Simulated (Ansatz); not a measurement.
# HfN: a line through a two-coordinate scan

Aim: follow the energy of HfN (Fm-3m, No. 225; 2 atoms in the cell) along one coordinate, normal strain along y, with the other held at amplitude of mode 5 (479 cm⁻¹) = −0.019 Å.

Computed with Ansatz 0.2.0 (DFT PBE, scalar-relativistic, plane waves, PAW, unless a step's input says otherwise).

11 further runs of the same task are left out: 11 set aside as unsound or not needed.

## (1) Starting point

It takes space group Fm-3m (No. 225, cubic). The conventional cell has a = 4.548 Å, b = 4.548 Å, c = 4.548 Å, α = 90.00°, β = 90.00°, γ = 90.00°. Hf (site symmetry m-3m) is surrounded by 6 N at 2.27 Å. N (site symmetry m-3m) is surrounded by 6 Hf at 2.27 Å.

Coordinates:

```
CELL_PARAMETERS angstrom
0.00000 2.27381 2.27381
2.27381 0.00000 2.27381
2.27381 2.27381 0.00000
ATOMIC_POSITIONS crystal
Hf 0.00000 0.00000 0.00000
N 0.50000 0.50000 0.50000
```

It is the result of an earlier relaxation at this level (volume 11.76 Å³/atom; gap on the mesh: none (metal)).

## (2) What is varied

The energy is mapped over a normal mode and a strain (zone-centre modes of the cell shown) (x along [1 0 0], y along [0 1 0], z along [0 0 1] of the conventional cell).

The axes are (1) amplitude of mode 5 (479 cm⁻¹), largest displacement in the unstrained cell: 11 values from −0.097 Å; (2) normal strain along y: 7 values from −7.00 %.

Nothing else is relaxed (the pattern is fixed in fractional coordinates). Energies count from the relaxed high-symmetry cell. Points are written as (first, second).

The modes come from a phonon run on the reference cell, made beforehand.

Displacement patterns for an amplitude of 1 (Å):

| atom | x1 | y1 | z1 |
| --- | --- | --- | --- |
| Hf1 | 0.000 | -0.078 | 0.000 |
| N2 | 0.000 | 1.000 | 0.000 |

## (3) Point (−0.019 Å, −7.00 %)

input.yaml reads:

```yaml
crystal:
  lattice:
    - [0.0, 2.1146470585, 2.2738140414]
    - [2.2738140414, 0.0, 2.2738140414]
    - [2.2738140414, 2.1146470585, 0.0]
  atoms:
    - { symbol: Hf, position: [0.0003347749, -0.0003347749, 0.0003347749] }
    - { symbol: "N", position: [0.4957340399, 0.5042659601, 0.4957340399] }
basis:
  ecutwfc: 520.0
kpoints:
  mp_grid: { grid: [16, 16, 16] }
hamiltonian:
  xc: pbe
  pseudopotentials: { kind: paw, azcp: { folder: soft_1 } }
scf:
  occupations: { method: gaussian, width: 0.15 }
output:
  forces: true
  stress: true
  eigenvalues: true
```

Launch:

```bash
$ ansatz run input.yaml --threads 1 --pin off --max-ram 2048MiB --backend cpu --events-out ev --progress --plain --runs-dir out
```

Further runs follow: the other points of the line.

Before running it: what results should come out? Wanted: for each run, normal strain along y; energy; slope; pressure; largest force on an atom.

**Answer**, as computed:

| normal strain along y (%) | step | energy (meV) | slope (meV per %) | pressure (GPa) | largest force on an atom (eV/Å) |
| --- | --- | --- | --- | --- | --- |
| −7.00 | 3 | 278 | −90 | 26.4 | 0.46 |
| −4.67 | 4 | 114 | −52 | 15.6 | 0.37 |
| −2.33 | – | 28 | −23 | 7.0 | 0.29 |
| 0.00 | 5 | 2.4 | 0 | 0.1 | 0.23 |
| 2.33 | – | 23 | 17 | −5.4 | 0.17 |
| 4.67 | 6 | 78 | 30 | −9.7 | 0.13 |
| 7.00 | 7 | 158 | 38 | −13.1 | 0.09 |

Energies count from the relaxed high-symmetry cell. Rows without a step come from runs not printed here or follow by symmetry. Slopes come from the forces (and the stress, where the cell changes), not from differences of energies.

In words: The lowest point of the line is at 0.00 %, 2.4 meV from the zero. A fit to energies and slopes at the lowest point and its two neighbours puts the minimum at 0.035 %, with a curvature of about 8.5 meV per %². The well is lopsided: two grid steps out, the energy rises by 112 meV towards smaller values and 76 meV towards larger ones. The highest point computed, at −7.00 %, lies 276 meV above the lowest. This is one cut through a surface in two coordinates; the map's lowest point lies off it. With the other coordinates free, the energies away from the reference would be the same or lower. The runs treat Hf without spin-orbit coupling. The final runs have no spin polarisation, so no magnetic state was tried and one may lie lower.
